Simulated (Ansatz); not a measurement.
Ir: course of a relaxation

All numbers below come from DFT PBE, scalar-relativistic, plane waves, PAW (Ansatz). (420 eV cutoff, 8×9×9 k-mesh, Gaussian smearing of 0.10 eV, no spin polarisation)

What was changed: 6 of 6 Co sites taken by Ir, cell and atoms relaxed.

Spin–orbit coupling is left out, which can shift energies with elements as heavy as these.

Command:

```bash
ansatz run input.yaml --threads 1 --pin off --max-ram 2560MiB --backend cpu --events-out ev --progress --plain --runs-dir out
```

Input:

```yaml
crystal:
  lattice:
    - [0.0, 0.0, -4.4531084143]
    - [-4.1221491166, -2.3799239021, 0.0]
    - [1.0e-10, 4.7598478042, 0.0]
  atoms:
    - { symbol: Ir, position: [0.75, 0.3333333333, 0.3333333333] }
    - { symbol: Ir, position: [0.75, 0.6666666667, 0.0] }
    - { symbol: Ir, position: [0.75, 0.0, 0.6666666667] }
    - { symbol: Ir, position: [0.25, 0.6666666667, 0.6666666667] }
    - { symbol: Ir, position: [0.25, 0.0, 0.3333333333] }
    - { symbol: Ir, position: [0.25, 0.3333333333, 1.0] }
basis:
  ecutwfc: 420
kpoints:
  mp_grid: { grid: [8, 9, 9] }
hamiltonian:
  xc: pbe
scf:
  occupations: { method: gaussian, width: 0.1 }
output:
  forces: true
  stress: true
  eigenvalues: true
relax:
  adjacent_minimum: "off"
  f_tol: 0.015
  max_steps: 60
  cell: { stress_tol: 0.15 }
```

F is the free energy. Steps run on the plane waves of an earlier cell, but the last one, and at times one on the way, on a freshly chosen basis, so a repeated geometry can differ a little in energy.

Steps:

| step | F − F(1) (eV) | largest force component (eV/Å) | V (Å³/atom) | P (GPa) |
| --- | --- | --- | --- | --- |
| 1 | 0.0000 | 0.000 | 14.562 | 0.07 |
| 2 | 0.0000 | 0.000 | 14.572 | -0.15 |
| 3 | 0.0000 | 0.000 | 14.565 | 0.01 |
| 4 | 0.0000 | 0.000 | 14.565 | 0.01 |

Relaxed structure:

```xyz
6
Lattice="0.0000 0.0000 -4.4560 -4.1211 -2.3793 0.0000 0.0000 4.7587 0.0000" Properties=species:S:1:pos:R:3 pbc="T T T"
Ir   -1.3737    0.7931   -3.3420
Ir   -2.7474   -1.5862   -3.3420
Ir    0.0000    3.1724   -3.3420
Ir   -2.7474    1.5862   -1.1140
Ir    0.0000    1.5862   -1.1140
Ir   -1.3737    3.9656   -1.1140
```

It takes space group P6_3/mmc (No. 194, hexagonal). The conventional cell has a = 2.747 Å, b = 2.747 Å, c = 4.456 Å, α = 90.00°, β = 90.00°, γ = 120.00°. Around Ir (site symmetry -6m2) lie 12 Ir at 2.73 to 2.75 Å.

The run converged. It took 64 s on 1 thread of AMD EPYC 7R43 64-Core Processor (Zen 3), on a shared host, peak memory 0.56 GiB.